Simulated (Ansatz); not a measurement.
Point defect: C interstitial in TaC

Theory: DFT PBE, scalar-relativistic, plane waves, PAW (Ansatz 0.2.0). (420 eV cutoff, 6×6×6 k-mesh, shifted by half a step, Gaussian smearing of 0.10 eV, no spin polarisation)

Host crystal, relaxed:

```xyz
2
Lattice="0.0000 2.2377 2.2377 2.2377 0.0000 2.2377 2.2377 2.2377 0.0000" Properties=species:S:1:pos:R:3 pbc="T T T"
Ta    0.0000    0.0000    0.0000
C     2.2377    2.2377    2.2377
```

Supercell of 8 atoms, rows in host cell vectors: -1 1 -1; -1 -1 1; -1 1 1. Atoms relax at the host's cell, keeping the symmetry that the supercell leaves at the site. The cell is small, so energies carry finite-size errors of tenths of an eV. The host is a metal. Atoms are taken from and returned to the elements' standard states.

Spin-orbit coupling is left out, which matters for the bands and energies of heavy elements.

Defect: C interstitial at (0.250, 0.250, 0.250) of the host cell.

What is the formation energy of the neutral defect?

7.42 eV.

Does the neutral defect carry a moment, and how do its surroundings relax?

The neutral run had no spin polarisation, so a moment wasn't tested. The nearest neighbours before are 4 Ta at 1.94 Å, 4 C at 1.94 Å; after relaxation the atoms near the site are 4 C at 1.98 Å, 4 Ta at 2.06 Å; the largest move is 0.12 Å.